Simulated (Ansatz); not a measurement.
# Dielectric function and optical constants of HgS (Cinnabar)

Aim: the dielectric function of HgS (Cinnabar), and the optical constants that follow from it.

Main program and level: Ansatz 0.2.0; DFT, PBE, plane-wave PAW, default files, scalar-relativistic, independent-particle optical response without local fields.

## (1) The structure

Symmetry: P3_221, No. 154, trigonal system. The conventional cell has a = 4.145 Å, b = 4.145 Å, c = 9.496 Å, α = 90.00°, β = 90.00°, γ = 120.00°. Hg has 2 S at 2.37 Å nearest. Nearest to S lie 2 Hg at 2.37 Å. Farther neighbours and most contacts between anions are not listed.

As a file:

```cif
data_structure
_symmetry_space_group_name_H-M 'P 1'
_symmetry_Int_Tables_number 1
_cell_length_a 4.1450
_cell_length_b 4.1450
_cell_length_c 9.4960
_cell_angle_alpha 90.000
_cell_angle_beta 90.000
_cell_angle_gamma 120.000
_cell_volume 141.29
loop_
_atom_site_label
_atom_site_type_symbol
_atom_site_fract_x
_atom_site_fract_y
_atom_site_fract_z
_atom_site_occupancy
Hg1 Hg 0.28020 0.28020 0.00000 1
Hg2 Hg 0.00000 0.71980 0.33333 1
Hg3 Hg 0.71980 0.00000 0.66667 1
S4 S 0.51110 0.51110 0.50000 1
S5 S 0.00000 0.48890 0.83333 1
S6 S 0.48890 0.00000 0.16667 1
```

## (2) Ground state and bands

The self-consistent density comes first; it also tells whether there is a gap, which decides the occupations and the need for a Drude term.

This step: DFT, PBE, plane-wave PAW, default files, scalar-relativistic, ground state (Ansatz 0.2.0).

The input, input.yaml:

```yaml
crystal:
  lattice:
    - [4.145, 0.0, 0.0]
    - [-2.0725, 3.5896752987, 0.0]
    - [0.0, 0.0, 9.496]
  atoms:
    - { symbol: Hg, position: [0.2802, 0.2802, 0.0] }
    - { symbol: Hg, position: [0.0, 0.7198, 0.3333333333] }
    - { symbol: Hg, position: [0.7198, 0.0, 0.6666666667] }
    - { symbol: S, position: [0.5111, 0.5111, 0.5] }
    - { symbol: S, position: [0.0, 0.4889, 0.8333333333] }
    - { symbol: S, position: [0.4889, 0.0, 0.1666666667] }
kpoints:
  mp_grid: { grid: [6, 6, 3] }
  band_path:
    path:
      - [[0.0, 0.0, 0.0], [0.5, 0.0, 0.0], [0.33333333, 0.33333333, 0.0], [0.0, 0.0, 0.0], [0.0, 0.0, 0.5], [0.5, 0.0, 0.5], [0.33333333, 0.33333333, 0.5], [0.0, 0.0, 0.5]]
      - [[0.5, 0.0, 0.5], [0.5, 0.0, 0.0]]
      - [[0.33333333, 0.33333333, 0.0], [0.33333333, 0.33333333, 0.5]]
    npoints: 6
scf:
  occupations: { method: fermi_dirac, width: 0.05 }
  n_extra_bands: 10
hamiltonian:
  xc: pbe
  pseudopotentials: { kind: paw }
output:
  forces: true
  stress: true
  populations: true
  write_bands: true
  write_density: true
  write_potential: true
  elf: true
  volumetric_format: npy
```

Command:

```sh
> ansatz run input.yaml --threads 4 --pin off --max-ram 8192MiB --backend cpu --events-out ev --progress --plain --runs-dir out
```

Numbers of over 12 decimals in the logs are rounded to 6 here.

What it wrote:

```text
scf.n_extra_bands = 10 over 39 filled bands (N_el = 78.0): the run solves 49 bands
Engine: ansatz 0.2.0, x86_64-unknown-linux-gnu
Pseudopotentials: kind: paw
Pseudopotential: Hg, paw, valence charge 20, recommended cutoff 420 eV (normal), Hg.paw.azcp
Pseudopotential: S, paw, valence charge 6, recommended cutoff 420 eV (normal), S.paw.azcp
Functional definition: PBE
  parameter kappa = 0.804
  parameter beta = 0.066725
  exchange = pbe_x(kappa = kappa, mu = beta*pi^2/3)
  correlation = pbe_c(beta = beta)
Crystal: 6 atoms, lattice volume = 141.293 Å³
Basis set: ecut = 420 eV, 2683 PW (Γ), exchange–correlation on 60×60×128 points (8 copies of the dense FFT grid, shifted against one another)
Bands: 49, of which v1, the nominal top of the filled ones, is band 39 counted from 1 (38 counted from 0)
Symmetry: 6 space group operations
Space group: P3221 (ITA 154), of the structure as read, at distance tolerance 5.2e-5 Å
k-points: 17 of 108 (time reversal used)
Non-local potential: Hg, projectors of the file, l = 0: 3, l = 1: 2, l = 2: 2, l = 3: 1
Non-local potential: S, projectors of the file, l = 0: 2, l = 1: 2, l = 2: 2
PAW form: soft (Blöchl's): semilocal exchange-correlation on the pseudo side does not see the compensation charge
PAW one-centre angular grid: Hg, 590 points (default); XC on 64 Gauss nodes
PAW one-centre angular grid: S, 110 points (default); XC on 64 Gauss nodes
Initial density: superposition of atomic densities (neutral atoms: chi_scale 0, normalization atom), corrected by the library's trained network
Initial wavefunctions: pseudopotential atomic-orbital guess
Functional: x = pbe(κ = 0.804, μ = 0.219515), c = pbe(β = 0.066725)
SCF iter   1: F=—  HF=-44147.271342 eV  |F-HF|=—  |Δ(HF+E_count)|=         —  Δρ=1.51e-3  dr2=2.36e-3  ethr=1.77e-3  ⟨swp⟩=6.8  Hψ=3463  notcnv=0  defer=9
preconditioner: auto → Resta (q_TF=auto, 2.471 Å⁻¹)  ε∞=5.4  [insulator: Δε(μ)=1.414 eV  Ē_g=10.942 eV  σ=0.050 eV  W_gap=1.00  n_scr=36 (ndim 8)  ℏωp=23.0 eV  f_vac=0.026  D(μ)=0.00/eV (n_scr^D=0)  ε∞_Penn≈5.4]
SCF iter   2: F=—  HF=-44147.272069 eV  |F-HF|=—  |Δ(HF+E_count)|=   7.27e-4  Δρ=7.51e-4  dr2=4.18e-4  ethr=3.02e-6  ⟨swp⟩=2.1  Hψ=1447  notcnv=0  defer=21
SCF iter   3: F=—  HF=-44147.272354 eV  |F-HF|=—  |Δ(HF+E_count)|=   2.85e-4  Δρ=2.12e-4  dr2=4.67e-5  ethr=5.37e-7  ⟨swp⟩=2.0  Hψ=1220  notcnv=0  defer=21
SCF iter   4: F=—  HF=-44147.272397 eV  |F-HF|=—  |Δ(HF+E_count)|=   4.33e-5  Δρ=4.47e-5  dr2=3.11e-6  ethr=5.98e-8  ⟨swp⟩=2.0  Hψ=1239  notcnv=0  defer=21
SCF iter   5: F=—  HF=-44147.272398 eV  |F-HF|=—  |Δ(HF+E_count)|=   1.19e-6  Δρ=1.68e-5  dr2=4.52e-7  ethr=3.99e-9  ⟨swp⟩=3.0  Hψ=1336  notcnv=0  defer=21
SCF iter   6: F=-44147.272399 eV  HF=-44147.272399 eV  |F-HF|=1.62e-8  |Δ(HF+E_count)|=   2.30e-7  Δρ=3.29e-6  dr2=1.71e-8  ethr=1.28e-10  ⟨swp⟩=14.2  Hψ=5566  notcnv=0
SCF 1 converged in 6 iterations: F = -44147.272399 eV  dr2 = 1.71e-8
  greatest PAW one-centre occupation: 1.000 electrons in one spin orbital (limit 2), on the Hg atom at site 2 (counted from 0), in its partial waves of l = 0
NSCF: frozen V_eff on 57 k-points
SCF converged after 6 iterations
Free energy (F): -44147.272399 eV
Harris-Foulkes:  -44147.272399 eV  (|F-HF|=1.62e-8)
Internal energy: -44147.272398 eV  (E = F + TS)
E sigma→0 (E₀):  -44147.272399 eV
Entropy (-TS):   -0.000000 eV (-0.000 meV/atom)
Fermi energy:    9.681073 eV
--- Per-component energies (eV) ---
  E_band       = -1423.340624
  E_kinetic    = 2130.965757
  E_local      = -9767.159560  (includes V_loc(G=0)·N_el)
  E_nonlocal   = 303.550664
  E_hartree    = 4147.619063
  E_xc         = -952.213305
  E_vxc        = -1048.658171  (∫ρ·V_xc dr)
  E_paw        = -31633.417878  (= ΣΔE_a)
  E_vpaw       = -1337.274030  (= ΣTr[D̂ρ^β])
  E_aug_tail   = 0.002792  (compensation charges beyond the density's cutoff)
  E_ewald      = -8376.619933
  E_smearing   = -0.000000  (= −TS)
  E_closure    = 0.000000  (closes the sum)
  Σ components = -44147.272399   (vs F -44147.272399, Δ=0.00e0)
--- Forces (eV/Å), atoms counted from 1 ---
  atom   1  Hg    -0.00677088    -0.01172750    -0.00000000
  atom   2  Hg    -0.00677088     0.01172750     0.00000000
  atom   3  Hg     0.01354175    -0.00000000     0.00000000
  atom   4  S     -0.16859235    -0.29201051     0.00000000
  atom   5  S     -0.16859235     0.29201051    -0.00000000
  atom   6  S      0.33718470     0.00000000     0.00000000
  max |Σ_I F_I| component: 1.11e-16 eV/Å
--- Stress (GPa, compression-positive) ---
        4.067416      -0.000000       0.000000
       -0.000000       4.067416      -0.000000
        0.000000      -0.000000       4.475146
  P = ⅓ Tr σ = 4.2033 GPa (42.033 kbar)
--- Band table (eV; the first three rows and the last of 17) ---
  k-point 0: bands = [... 35 lower, 7.5240, 8.5759, 8.8955, 8.8955, 10.3435, 12.2858, 12.2858, 13.8293, ... 6 higher]
  k-point 1: bands = [... 35 lower, 7.6563, 8.7956, 8.8336, 8.9280, 10.7953, 11.7515, 12.0099, 13.7336, ... 6 higher]
  k-point 2: bands = [... 35 lower, 7.8140, 8.1457, 8.5320, 8.7842, 10.8527, 12.4504, 12.7853, 13.1969, ... 6 higher]
  k-point 16: bands = [... 35 lower, 6.7839, 7.1675, 7.2421, 8.3704, 11.6067, 11.9525, 12.3288, 13.9694, ... 6 higher]
--- Löwdin populations: 6 sites ---
  site symbol       q [e]
     0     Hg     18.9787
     1     Hg     18.9787
     2     Hg     18.9787
     3      S      6.8411
     4      S      6.8411
     5      S      6.8411
  spilling = 0.006933 (of n_electrons = 78.000000)
```

Elapsed: 4.2 s, on 4 threads of Intel Xeon Platinum 8488C (Sapphire Rapids), shared host; peak memory 0.73 GiB.

Numbers from this step:

```
free energy                  : -44147.2724 eV
Fermi energy                 : 9.681 eV
gap by band count            : 1.415 eV
electrons                    : 78
symmetry operations          : 6
pressure                     : 4.203 GPa
volume                       : 141.3 Å³
gap on the path              : 1.414 eV
least direct gap on the path : 1.448 eV
```

There is a gap, 1.41 eV on the path, so no carriers' term is needed. The cell is left with a pressure of 4.2 GPa and forces up to 0.34 eV/Å, as it stands unrelaxed at this level.

Electronic bands along the path, in eV, zero at the Fermi level; v1 is the highest filled band, c1 the lowest empty one:

| point | v4 | v3 | v2 | v1 | c1 | c2 | c3 | c4 |
| --- | --- | --- | --- | --- | --- | --- | --- | --- |
| Γ | -2.16 | -1.10 | -0.79 | -0.79 | 0.66 | 2.60 | 2.60 | 4.15 |
| halfway | -2.30 | -1.87 | -1.30 | -1.01 | 1.64 | 2.38 | 3.04 | 3.19 |
| M | -2.79 | -1.86 | -1.50 | -1.42 | 1.02 | 2.27 | 2.27 | 2.66 |
| halfway | -2.56 | -1.98 | -1.70 | -1.69 | 1.30 | 2.09 | 2.76 | 3.54 |
| K | -3.38 | -2.09 | -1.57 | -1.57 | 1.71 | 2.03 | 2.03 | 4.83 |
| halfway | -2.29 | -1.94 | -1.82 | -1.01 | 2.06 | 2.22 | 2.85 | 3.77 |
| Γ | -2.16 | -1.10 | -0.79 | -0.79 | 0.66 | 2.60 | 2.60 | 4.15 |
| halfway | -2.03 | -0.95 | -0.83 | -0.75 | 0.92 | 2.28 | 2.41 | 4.04 |
| A | -2.06 | -0.86 | -0.79 | -0.79 | 1.58 | 1.58 | 2.26 | 4.07 |
| halfway | -2.27 | -1.66 | -1.44 | -1.05 | 1.76 | 2.18 | 2.81 | 3.40 |
| L | -2.56 | -2.50 | -1.49 | -1.45 | 1.29 | 1.95 | 2.40 | 3.31 |
| halfway | -2.92 | -2.67 | -1.86 | -1.27 | 1.72 | 1.99 | 2.94 | 3.27 |
| H | -2.79 | -2.72 | -2.72 | -1.34 | 1.99 | 2.64 | 2.64 | 4.18 |
| halfway | -2.26 | -1.75 | -1.56 | -1.25 | 1.90 | 2.11 | 2.90 | 3.90 |
| A | -2.06 | -0.86 | -0.79 | -0.79 | 1.58 | 1.58 | 2.26 | 4.07 |
| jump to L | -2.56 | -2.50 | -1.49 | -1.45 | 1.29 | 1.95 | 2.40 | 3.31 |
| halfway | -2.66 | -2.23 | -1.59 | -1.35 | 1.38 | 1.65 | 2.60 | 2.95 |
| M | -2.79 | -1.86 | -1.50 | -1.42 | 1.02 | 2.27 | 2.27 | 2.66 |
| jump to K | -3.38 | -2.09 | -1.57 | -1.57 | 1.71 | 2.03 | 2.03 | 4.83 |
| halfway | -3.01 | -2.36 | -2.21 | -1.31 | 1.89 | 2.06 | 2.51 | 4.45 |
| H | -2.79 | -2.72 | -2.72 | -1.34 | 1.99 | 2.64 | 2.64 | 4.18 |

Valence density in the ac plane at fractional y = 0.000, with atoms of Hg and S within 0.2 Å of it. It is the smooth field of the valence electrons, not physical close to the nuclei.

Ten steps, logarithmic in the rise over the least value, from '0' (0 e/Å³) to '9' (16 e/Å³), each cell a mean:
```
23321100000001
11211000000000
00000000000000
00000000000000
00000000111110
00000012345431
10000023688763
20000025899975
10000024799874
10000012567642
00000001223221
00000000011100
00000000000000
11110000000000
22221100000001
23332100000001
23322211100001
12222333321000
01123444432100
00123422442100
00123433442100
11123344331100
22222222210001
23332111000001
```
Atoms in or near the plane, at fractional coordinates: Hg at (0.72, 0.67), S at (0.49, 0.17).

Electrostatic potential energy in the ac plane at fractional y = 0.000, with atoms of Hg and S within 0.2 Å of it. With pseudopotentials it is smooth inside the atoms' cores, unlike the true potential.

Ten even steps from '_' (-35 eV) to '@' (14 eV), each cell a mean:
```
%%######%%@@@@@@@@@@@@@@@@@@
@@%%%%%%@@@@@@@@@@@@@@@@@@@@
@@@@@@@@@@@@@@@@@@@@@@@@@@@@
@@@@@@@@@@@@@@@@@@@@@@@@@@@@
@@@@@@@@@@@@@@@@@@@@%%@@@@@@
@@@@@@@@@@@@@@%%##++==++##%%
@@@@@@@@@@@@%%**..______::**
%%@@@@@@@@@@%%==__________==
%%@@@@@@@@@@%%++________..++
@@@@@@@@@@@@@@##==....::++##
@@@@@@@@@@@@@@@@%%######%%@@
@@@@@@@@@@@@@@@@@@@@@@@@@@@@
@@@@@@@@@@@@@@@@@@@@@@@@@@@@
@@@@@@@@@@@@@@@@@@@@@@@@@@@@
%%%%%%%%@@@@@@@@@@@@@@@@@@@@
%%##**##%%@@@@@@@@@@@@@@@@@@
%%######%%@@@@@@@@@@@@@@@@@@
@@%%%%%%%%%%****##%%@@@@@@@@
@@@@@@%%**--....::++%%@@@@@@
@@@@@@%%==..::--..--%%@@@@@@
@@@@@@%%++....::..==%%@@@@@@
@@@@@@%%%%**----++##@@@@@@@@
%%%%%%%%%%%%%%%%@@@@@@@@@@@@
%%##**##%%@@@@@@@@@@@@@@@@@@
```
Atoms in or near the plane, at fractional coordinates: Hg at (0.72, 0.67), S at (0.49, 0.17).

[end of part 1 of 2]

[Logs are printed without paths, hosts, clocks, repeated set-up lines and the standing remarks that a program may print on its own settings, such as how far it seeks lower states.]

[Hosts, paths, dates, database ids (printed as entryN), source tags and the programs' standing remarks are cut or masked in the printed files.]
